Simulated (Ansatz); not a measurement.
## What a trial cell of CaB2 relaxes into

The calculation used DFT PBE, scalar-relativistic, plane waves, PAW in Ansatz 0.2.0. Cutoff 420 eV, Γ-centred k mesh, Gaussian smearing, no spin polarisation in the final step.

The start puts CaB2 on the 3R molybdenite structure type (R3m, No. 160), with Ca in place of Mo, B in place of S, at a guessed volume.

```
Ca B
1.0
     1.38287    0.79840    5.35427
    -1.38287    0.79840    5.35427
     0.00000   -1.59680    5.35427
Ca B
1 2
Direct
  0.00000 0.00000 0.00000
  0.74840 0.74840 0.74840
  0.58490 0.58490 0.58490
```

Cell and atoms relax at zero pressure; the relaxation can't lower the symmetry of the start. After a coarse first stage the cell is made exact in the group found at 0.06 Å.

The zero of energy is the elements' standard structures at the same level; no fitted shifts are applied.

Question: Which crystal results?

Answer: It keeps R3m (No. 160), but not the shape of the type it started on. Conventional cell: a = 3.226 Å, c = 13.081 Å. Ca is coordinated by 7 B at 2.52–2.68 Å, 3 B at 3.06 Å and 6 Ca at 3.23 Å; B on Wyckoff site a (1 atom of the primitive cell) is coordinated by 3 B at 1.86 Å; B on Wyckoff site a (1 atom of the primitive cell) is coordinated by 3 B at 1.86 Å.

```cif
data_structure
_symmetry_space_group_name_H-M 'R3m:H'
_symmetry_Int_Tables_number 160
_cell_length_a 3.2257
_cell_length_b 3.2257
_cell_length_c 13.0813
_cell_angle_alpha 90.000
_cell_angle_beta 90.000
_cell_angle_gamma 120.000
_cell_volume 117.88
loop_
_atom_site_label
_atom_site_type_symbol
_atom_site_symmetry_multiplicity
_atom_site_Wyckoff_symbol
_atom_site_fract_x
_atom_site_fract_y
_atom_site_fract_z
_atom_site_occupancy
Ca1 Ca 3 a 0.66667 0.33333 0.31835 1
B1 B 3 a 0.00000 0.00000 0.17765 1
B2 B 3 a 0.33333 0.66667 0.17071 1
```

Question: What are its volume, energy, density and gap?

Answer: The volume per atom is 13.10 Å³. The density is 2.61 g/cm³, the energy over the elements is 0.15 eV/atom and the gap on the 18×18×18 mesh is 0 eV (a metal).

The final run used a 18×18×18 mesh on its 3-atom cell and 0.10 eV smearing. For metals, differences of a few meV/atom aren't resolved. A structure relaxed within its symmetry needn't be a true minimum.

Cost: 3 runs of about 2.9 core-minutes in all, on Arm Neoverse V1 (shared hosts).